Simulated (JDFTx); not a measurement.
Runs of JDFTx 1.7.0 (patched build) on BaS. It takes space group Fm-3m (No. 225, cubic). Conventional cell: a = 6.388 Å, b = 6.388 Å, c = 6.388 Å, α = 90.00°, β = 90.00°, γ = 90.00°. Ba (site symmetry m-3m) has 6 S at 3.19 Å as nearest neighbours. Around S (site symmetry m-3m) lie 6 Ba at 3.19 Å. 

```csv
task,level,potentials or basis,cutoff (eV),smearing,max SCF steps,SCF threshold on the energy,solver of the electrons,further solve for the empty bands,band ratio of the Davidson solver,gap on the mesh (eV),pressure (GPa)
single point,BLYP,PseudoDojo-SR-PBE-0.5-standard with smoothed tails,707,fermi-dirac 0.05 eV,100,1e-09 Ha,scf,yes,-,(a),3.1
single point,RPBE,PseudoDojo-SR-PBE-0.5-standard with smoothed tails,707,fermi-dirac 0.05 eV,100,1e-09 Ha,scf,yes,-,2.43,2.2
single point,revPBE,PseudoDojo-SR-PBE-0.5-standard with smoothed tails,707,fermi-dirac 0.05 eV,100,1e-09 Ha,scf,yes,-,2.39,1.9
single point,RPBE,PseudoDojo-SR-PBE-0.5-standard with smoothed tails,707,gaussian 0.05 eV,100,1e-09 Ha,scf,yes,-,2.43,2.2
single point,LDA,PseudoDojo-SR-LDA-0.4.1-standard with smoothed tails,735,fermi-dirac 0.05 eV,100,1e-09 Ha,scf,yes,-,2.01,-2.2
single point,PBEsol,PseudoDojo-SR-PBEsol-0.4.1-standard with smoothed tails,707,fermi-dirac 0.05 eV,100,1e-09 Ha,scf,yes,-,2.08,(b)
```

Alike in all rows: no spin polarisation; cell as given; k mesh 7 × 7 × 7.

Problem. Estimate the missing entries.

Solution. (a) 2.34; (b) -0.9.

Caveats: spin-orbit coupling is left out, which moves the levels of the heavy elements; an odd mesh through Γ misses points on the zone boundary, where band edges often lie; the empty levels aren't tightly converged (some runs); the potentials were made for another functional, which shifts forces and pressure (some runs); this release of the barium file is off (some runs).

A k mesh can miss the band edges, and the runs leave out spin-orbit coupling on Ba.

Runs at the PBE level aren't shown here.
